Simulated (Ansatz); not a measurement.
Runs of Ansatz 0.2.0 on CuO (Tenorite). Symmetry: C2/c, No. 15, monoclinic system. Conventional cell: a = 4.684 Å, b = 3.423 Å, c = 5.129 Å, α = 90.00°, β = 99.54°, γ = 90.00°. Cu (site symmetry -1) is surrounded by 4 O at 1.95 to 1.96 Å. O (site symmetry 2) has 4 Cu at 1.95 to 1.96 Å as nearest neighbours. 

| task | level | cell | k mesh | cutoff (eV) | points for each segment of the path | mesh quality | gap on the mesh (eV) | pressure (GPa) | relaxed volume (Å³/atom) |
| --- | --- | --- | --- | --- | --- | --- | --- | --- | --- |
| band structure | r2SCAN | as given | 10 × 10 × 5 | 500 | 14 | not flagged | none | -1.3 | - |
| relaxation of cell and atoms | m-r2SCAN | relaxed | 10 × 10 × 5 | 500 | - | not flagged | - | 0.0 | 10.73 |
| relaxation of cell and atoms | PBEsol | relaxed | 10 × 10 × 5 | 420 | - | not flagged | - | 0.0 | 10.67 |
| relaxation of cell and atoms | r2SCAN0 | relaxed | 5 × 5 × 3 | 500 | - | coarse | none | 0.0 | (a) |

Alike in all rows: potentials or basis Ansatz PAW; no spin polarisation; smearing fermi-dirac 0.05 eV.

Estimate the missing entries.

(a) 10.28.

Caveats: some runs use coarse meshes; the run has no spin polarisation, though such a crystal can be magnetic; the PAW data sets come from PBE, with cores solved anew for the run's functional, which leaves a small shift of forces and pressure; the plane-wave basis is chosen anew once the cell has moved, so the energies of steps on either side of that aren't comparable (some runs); semilocal functionals often make such compounds metallic where correlation or magnetic order opens a gap, which also shifts bond lengths (some runs).

A gap of «none» marks a metal or a gap under the smearing width.

Runs at the PBE level aren't shown here.
